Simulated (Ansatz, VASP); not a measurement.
# Two plane-wave programs on CdS (Hawleyite)

Contents of POSCAR:

```
CdS
1.0
    0.0000000000      2.9165000000      2.9165000000
    2.9165000000      0.0000000000      2.9165000000
    2.9165000000      2.9165000000      0.0000000000
Cd S
1 1
Direct
    0.0000000000      0.0000000000      0.0000000000
    0.7500000000      0.7500000000      0.7500000000
```

INCAR.step1

```
SYSTEM = CdS
PREC = Accurate
ENCUT = 520
ISMEAR = -1
SIGMA = 0.05
LREAL = .FALSE.
LASPH = .TRUE.
NELM = 60
NBANDS = 16
GGA = PE
ALGO = Normal
EDIFF = 1E-4
LWAVE = .TRUE.
LCHARG = .FALSE.
```

The input INCAR.step2:

```
SYSTEM = CdS
PREC = Accurate
ENCUT = 520
EDIFF = 1E-7
ISMEAR = -1
SIGMA = 0.05
LREAL = .FALSE.
LASPH = .TRUE.
NELM = 60
ALGO = Normal
ISIF = 2
LWAVE = .FALSE.
LCHARG = .FALSE.
METAGGA = R2SCAN
LMIXTAU = .TRUE.
NBANDS = 16
ISTART = 1
```

Contents of KPOINTS:

```
Automatic mesh
0
G
  8 8 8
  0 0 0
```

input.yaml

```yaml
crystal:
  lattice:
    - [0.0, 2.9165, 2.9165]
    - [2.9165, 0.0, 2.9165]
    - [2.9165, 2.9165, 0.0]
  atoms:
    - { symbol: Cd, position: [0.0, 0.0, 0.0] }
    - { symbol: S, position: [0.75, 0.75, 0.75] }
hamiltonian:
  xc: r2scan
  pseudopotentials: { kind: paw }
kpoints:
  mp_grid: { grid: [8, 8, 8] }
scf:
  occupations: { method: fermi_dirac, width: 0.05 }
output:
  forces: true
  stress: true
  eigenvalues: true
```

Alike in both runs: task single point; functional r2SCAN; k mesh 8 × 8 × 8; occupations fermi-dirac, width 0.05 eV; no spin polarisation.

|  | VASP | Ansatz |
| --- | --- | --- |
| version | VASP 6.6.1 | Ansatz 0.2.0 |
| potentials or method | VASP PAW PBE potentials, release 64 (Cd, S) | Ansatz PAW |
| plane-wave cutoff (eV) | 520 | 500 |
| valence electrons in the cell | 18 | 26 |

```csv
,VASP,Ansatz,Ansatz less VASP
gap on the k mesh at the Fermi level (eV),1.59,1.60,+0.003
least direct gap on the mesh (eV),1.59,1.60,+0.003
pressure (GPa),1.8,1.5,-0.34
```

The two sets of potentials don't hold the same shells in valence.

Caveats: the PAW data sets were made with another functional, which shifts forces and pressure a little (VASP); the PAW data sets come from PBE, with cores solved anew for the run's functional, which leaves a small shift of forces and pressure (Ansatz). r2SCAN opens gaps a little over a GGA but as a rule still falls short of measured ones.
